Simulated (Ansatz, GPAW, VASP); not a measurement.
## One calculation of Mg, 4 ways

```
Mg
1.0
     3.20930    0.00000    0.00000
    -1.60465    2.77934    0.00000
     0.00000    0.00000    5.21030
Mg
2
Direct
  0.66667 0.33333 0.75000
  0.33333 0.66667 0.25000
```

Alike in all runs: task single point; functional PBEsol; k mesh 10 × 10 × 5; occupations gaussian, width 0.1 eV; no spin polarisation; no spin-orbit coupling. Pressure is positive in compression and, in plane waves, holds the error of the finite cutoff, which Ansatz's Pulay term estimates and takes out.

```csv
program and potentials,plane-wave cutoff (eV),notes,pressure (GPa)
"Ansatz, Ansatz PAW",420,"potentials made for PBE, which Ansatz adapts in part; 10 valence electrons an atom on average",-1.04
"Ansatz, all-electron LAPW, scalar-relativistic",-,-,-1.06
"GPAW, PAW data sets generated for this functional",800,10 valence electrons an atom on average,?
"VASP, PBE PAW files Mg, release 54, 520 eV",520,potentials made for PBE; 2 valence electrons an atom on average,-1.10
```

Q: Estimate from the other rows what the run with GPAW, PAW data sets generated for this functional gave.

A: Pressure -1.08 GPa. The other rows, which needn't bracket it: pressure -1.10 to -1.04.
